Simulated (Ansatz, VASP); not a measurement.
# Cross-check of CdSe (Cadmoselite) between VASP and Ansatz, part 2 of 2

Aim: how closely do two programs agree when they are given the same cell, functional and k mesh?

VASP 6.6.1 and Ansatz 0.2.0.

So far: Starting point; VASP: relaxation of cell and atoms, r2SCAN with rVV10.

The database entry behind the starting cell differs from later determinations by our own check (inner coordinate of an old entry), so it need not match the best structure at ambient conditions.

**3. Ansatz: relaxation of cell and atoms, r2SCAN with rVV10**

Level of this step: Ansatz beside VASP: Kohn-Sham DFT, plane waves, r2SCAN with rVV10 (Ansatz).

Ansatz runs on its default PAW (the set named soft_2) files.

The same cell, functional, mesh and smearing now go to Ansatz, which takes its cutoff from its data sets.

The input, input.yaml:

```yaml
crystal:
  lattice:
    - [4.3, 0.0, 0.0]
    - [-2.15, 3.7239092363, 0.0]
    - [0.0, 0.0, 7.02]
  atoms:
    - { symbol: Cd, position: [0.3333333333, 0.6666666667, 0.0] }
    - { symbol: Cd, position: [0.6666666667, 0.3333333333, 0.5] }
    - { symbol: Se, position: [0.3333333333, 0.6666666667, 0.385] }
    - { symbol: Se, position: [0.6666666667, 0.3333333333, 0.885] }
hamiltonian:
  xc: r2scan
  pseudopotentials: { kind: paw }
  dispersion: rvv10
kpoints:
  mp_grid: { grid: [6, 6, 3] }
scf:
  occupations: { method: fermi_dirac, width: 0.05 }
relax:
  f_tol: 0.01
  max_steps: 60
  cell: { stress_tol: 0.05 }
output:
  forces: true
  stress: true
  write_density: true
  write_potential: true
  elf: true
  volumetric_format: npy
```

Run with:

```console
$ ansatz run input.yaml --threads 4 --pin off --max-ram 9216MiB --backend cpu --events-out ev --progress --plain --runs-dir out
```

Numbers of over 12 decimals in the logs are rounded to 6 here.

Output:

```text
Engine: ansatz 0.2.0, x86_64-unknown-linux-gnu
Pseudopotentials: kind: paw
Pseudopotential: Cd, paw, valence charge 20, recommended cutoff 500 eV (meta_gga), Cd.paw.azcp
Pseudopotential: Se, paw, valence charge 16, recommended cutoff 500 eV (meta_gga), Se.paw.azcp
Functional definition: r2SCAN+rVV10
  parameter k0 = 0.174
  parameter k1 = 0.065
  parameter a1 = 4.9479
  exchange = r2scan_x(k0 = k0, k1 = k1, a1 = a1)
  correlation = r2scan_c + rvv10(11.95, 0.0093)
Crystal: 4 atoms, lattice volume = 112.410 Å³
Basis set: ecut = 500 eV, 2863 PW (Γ), exchange–correlation on 144×144×240 points (64 copies of the dense FFT grid, shifted against one another)
Bands: 44, of which v1, the nominal top of the filled ones, is band 36 counted from 1 (35 counted from 0)
Symmetry: 12 space group operations
Space group: P63mc (ITA 186), of the structure as read, at distance tolerance 4.8e-5 Å
k-points: 14 of 108 (time reversal used)
Non-local potential: Cd, projectors of the file, l = 0: 3, l = 1: 2, l = 2: 2, l = 3: 1
Non-local potential: Se, projectors of the file, l = 0: 2, l = 1: 2, l = 2: 3, l = 3: 1
PAW form: soft (Blöchl's): semilocal exchange-correlation on the pseudo side does not see the compensation charge
rVV10 density: all electrons in the spheres
PAW frozen core: Cd, regenerated for the run's functional (the file was generated under x = pbe(κ = 0.804, μ = 0.219515), c = pbe(β = 0.066725))
PAW frozen core: Se, regenerated for the run's functional (the file was generated under x = pbe(κ = 0.804, μ = 0.219515), c = pbe(β = 0.066725))
PAW one-centre angular grid: Cd, 590 points (default); XC on 160 Gauss nodes
PAW one-centre angular grid: Se, 590 points (default); XC on 160 Gauss nodes
Initial density: superposition of atomic densities (neutral atoms: chi_scale 0, normalization atom), corrected by the library's trained network
Initial wavefunctions: pseudopotential atomic-orbital guess
Functional: x = r2scan, c = r2scan + rvv10(b = 11.95, C = 0.0093); τ floored in thin density (d = 2e-4 eV/Å³)
SCF iter   1: F=—  HF=-27489.205413 eV  |F-HF|=—  |Δ(HF+E_count)|=         —  Δρ=4.86e-3  dr2=1.35e-2  dr2_τ=3.08e-2  ethr=1.77e-3  ⟨swp⟩=6.6  Hψ=2281  notcnv=0  defer=13
preconditioner: auto → Resta (q_TF=auto, 2.533 Å⁻¹)  ε∞=3.7  [insulator: Δε(μ)=1.133 eV  Ē_g=12.791 eV  σ=0.050 eV  W_gap=1.00  n_scr=34 (ndim 8)  ℏωp=21.0 eV  f_vac=0.200  D(μ)=0.00/eV (n_scr^D=0)  ε∞_Penn≈3.7]
SCF iter   2: F=—  HF=-27489.227609 eV  |F-HF|=—  |Δ(HF+E_count)|=   2.22e-2  Δρ=2.82e-3  dr2=4.41e-3  dr2_τ=8.64e-4  ethr=1.88e-5  ⟨swp⟩=2.0  Hψ=1192  notcnv=0  defer=40
SCF iter   3: F=—  HF=-27489.230172 eV  |F-HF|=—  |Δ(HF+E_count)|=   2.56e-3  Δρ=8.31e-4  dr2=6.67e-4  dr2_τ=5.26e-5  ethr=6.12e-6  ⟨swp⟩=2.0  Hψ=976  notcnv=0  defer=40
SCF iter   4: F=—  HF=-27489.230421 eV  |F-HF|=—  |Δ(HF+E_count)|=   2.49e-4  Δρ=1.87e-4  dr2=4.18e-5  dr2_τ=2.59e-6  ethr=9.27e-7  ⟨swp⟩=2.0  Hψ=968  notcnv=0  defer=40
SCF iter   5: F=—  HF=-27489.230477 eV  |F-HF|=—  |Δ(HF+E_count)|=   5.66e-5  Δρ=6.19e-5  dr2=5.74e-6  dr2_τ=1.60e-7  ethr=5.81e-8  ⟨swp⟩=2.0  Hψ=828  notcnv=0  defer=40
SCF iter   6: F=—  HF=-27489.230477 eV  |F-HF|=—  |Δ(HF+E_count)|=   4.93e-8  Δρ=1.76e-5  dr2=3.32e-7  dr2_τ=1.33e-8  ethr=7.97e-9  ⟨swp⟩=2.0  Hψ=800  notcnv=0  defer=40
SCF iter   7: F=-27489.230478 eV  HF=-27489.230478 eV  |F-HF|=7.96e-9  |Δ(HF+E_count)|=   9.21e-8  Δρ=4.23e-6  dr2=1.97e-8  dr2_τ=1.19e-9  ethr=1.39e-10  ⟨swp⟩=7.1  Hψ=3367  notcnv=0
SCF 1 converged in 7 iterations: F = -27489.230478 eV  dr2 = 1.97e-8
  greatest PAW one-centre occupation: 1.001 electrons in one spin orbital (limit 2), on the Cd atom at site 1 (counted from 0), in its partial waves of l = 1
relax step   1: F+E_penalty+E_count = -27489.23047755 eV  Δ(F+E_penalty+E_count) = +0.000e0 eV  max|allowed force component| = 2.800e-1 eV/Å  Δτ_max = 0.0000 Å  P = +0.711 GPa  Ω = 112.410 Å³  (7 SCF iters, dr2 threshold 1.00e-7 eV, accepted)
[...]
relax step   2: F+E_penalty+E_count = -27489.25108361 eV  Δ(F+E_penalty+E_count) = -2.061e-2 eV  max|allowed force component| = 1.014e-2 eV/Å  Δτ_max = 0.0269 Å  P = -0.137 GPa  Ω = 113.944 Å³  energy of the carried Pulay correction = -3.708e-4 eV  (7 SCF iters, dr2 threshold 4.00e-7 eV, accepted)
[...]
relax step   3: F+E_penalty+E_count = -27489.25198917 eV  Δ(F+E_penalty+E_count) = -9.056e-4 eV  max|allowed force component| = 1.518e-4 eV/Å  Δτ_max = 0.0044 Å  P = -0.015 GPa  Ω = 113.681 Å³  energy of the carried Pulay correction = -3.075e-4 eV  (6 SCF iters, dr2 threshold 1.95e-7 eV, accepted)
[...]
relax step   4: F+E_penalty+E_count = -27489.25229265 eV  Δ(F+E_penalty+E_count) = -3.035e-4 eV  max|allowed force component| = 1.836e-4 eV/Å  Δτ_max = 0.0000 Å  P = -0.013 GPa  Ω = 113.681 Å³  stress off target by 3.64e-2 GPa  SCF on the basis re-selected at this cell (its energy is not comparable with the rows above)  (5 SCF iters)
basis re-selected at this cell: Δ(F+E_penalty+E_count) = -3.035e-4 eV, ΔP = +0.002 GPa vs the last step (what re-selecting the basis moved, of the pressure what is left beyond the Pulay correction that the steps carried, after the strain that the cell walked since its last selection, with what the two solves' SCF thresholds leave and, on support functions, any second-order correction that the steps lacked; it is no m [...]
SCF converged after 5 iterations
Free energy (F): -27489.252293 eV
Harris-Foulkes:  -27489.252293 eV  (|F-HF|=1.09e-11)
Internal energy: -27489.252292 eV  (E = F + TS)
E sigma→0 (E₀):  -27489.252292 eV
Entropy (-TS):   -0.000001 eV (-0.000 meV/atom)
Fermi energy:    7.584417 eV
--- Per-component energies (eV) ---
  E_band       = -1865.492383
  E_kinetic    = 1248.424368
  E_local      = -12828.034865  (includes V_loc(G=0)·N_el)
  E_nonlocal   = -1121.514484
  E_hartree    = 6100.539862
  E_xc         = -526.910008
  E_vxc        = -701.414324  (∫ρ·V_xc dr)
  E_paw        = -12062.580958  (= ΣΔE_a)
  E_vpaw       = -709.050349  (= ΣTr[D̂ρ^β])
  E_aug_tail   = -0.000414  (compensation charges beyond the density's cutoff)
  E_vtau       = 45.018374  (kinetic-family band-sum trace: ∫τ·v_τ [+ j·A + Jᵃ·Aᵃ] dr)
  E_ewald      = -8294.516712
  E_core_change = -4.659082  (= ΣΔE_core)
  E_smearing   = -0.000001  (= −TS)
  E_closure    = 0.000000  (closes the sum)
  Σ components = -27489.252293   (vs F -27489.252293, Δ=0.00e0)
--- Forces (eV/Å), atoms counted from 1 ---
  atom   1  Cd     0.00000000    -0.00000000    -0.00018433
  atom   2  Cd    -0.00000000     0.00000000    -0.00018433
  atom   3  Se    -0.00000000    -0.00000000     0.00018277
  atom   4  Se     0.00000000     0.00000000     0.00018277
  max |Σ_I F_I| component: 3.12e-6 eV/Å
--- Stress (GPa, compression-positive) ---
       -0.036355       0.000000       0.000000
        0.000000      -0.036355       0.000000
        0.000000       0.000000       0.034921
  P = ⅓ Tr σ = -0.0126 GPa (-0.126 kbar)
--- Band table (eV; the first three rows and the last of 14) ---
  k-point 0: bands = [... 32 lower, 6.2547, 6.9729, 7.0150, 7.0150, 8.1046, 9.6389, 13.3810, 13.3810, ... 4 higher]
  k-point 1: bands = [... 32 lower, 6.4334, 6.4334, 6.8127, 6.8127, 9.4321, 9.7879, 13.0789, 13.5338, ... 4 higher]
  k-point 2: bands = [... 32 lower, 5.6932, 5.9348, 6.7673, 6.8246, 9.3607, 10.5779, 12.6478, 13.7269, ... 4 higher]
  k-point 13: bands = [... 32 lower, 4.2385, 4.9212, 5.7119, 5.7119, 11.4904, 11.4904, 12.2702, 13.7609, ... 4 higher]
--- Relaxed structure (3 steps of the walk, 3 accepted, 1 SCFs on fresh bases) ---
  F+E_penalty+E_count = -27489.25229265 eV   max|allowed force component| = 1.836e-4 eV/Å   (the final SCF, on the basis selected at the relaxed cell)
  cell:  # Å, volume = 113.6808 Å³
    - [4.319354, 0.0, 0]
    - [-2.159677, 3.740671, 0]
    - [0, 0.0, 7.035886]
  atoms:
    - { symbol: Cd, position: [0.333333, 0.666667, 0.00446136] }
    - { symbol: Cd, position: [0.666667, 0.333333, 0.504461] }
    - { symbol: Se, position: [0.333333, 0.666667, 0.380539] }
    - { symbol: Se, position: [0.666667, 0.333333, 0.880539] }
```

Wall time 19 s (4 threads of Intel Xeon at 2.60GHz (Ice Lake), shared host); peak memory 0.82 GiB; 70 s of CPU time.

**4. Side by side**

Known differences besides the potentials themselves: VASP keeps PBE cores, Ansatz makes them for the functional; both relaxations stop at a tolerance, which leaves soft axes loose, and VASP keeps its plane-wave basis; the data sets hold 72 valence electrons in Ansatz (default PAW (the set named soft_2) files) and 36 in VASP; the cutoff is 500 eV in Ansatz and 520 eV in VASP; Ansatz adds a Pulay correction to the stress that steers its cell, VASP none. Total energies have different zeros and are not compared.

Compared:

```csv
quantity,Ansatz,VASP,difference
volume (Å³),113.68,114.36,-0.60 %
"edge a after relaxation, in the typed setting (Å)",4.319,4.325,-0.13 %
"edge c after relaxation, in the typed setting (Å)",7.036,7.060,-0.34 %
```

The walks stopped with -0.01 GPa left in Ansatz and 0.05 GPa in VASP; each walk ends within a tolerance, so the volume difference is uncertain by about these residues over the bulk modulus, most in soft cells.

**5. Summary of results**

| Item | Value |
| --- | --- |
| difference in volume (relaxation of cell and atoms, r2SCAN with rVV10) | -0.60 % |

In words: The difference in volume is -0.60 % (relaxation of cell and atoms, r2SCAN with rVV10), within the 1.2 % picked in this series as the mark of a large difference, as far as the stopping tolerances let one tell. How closely two codes agree says nothing of how well the functional describes the real material.

[Lines on the potential files, build, host, timing and source positions are cut from VASP's logs without a mark.]

[Logs are printed without paths, hosts, clocks, repeated set-up lines and the standing remarks that a program may print on its own settings, such as how far it seeks lower states.]

[Hosts, paths, dates, database ids (printed as entryN), source tags and the programs' standing remarks are cut or masked in the printed files.]
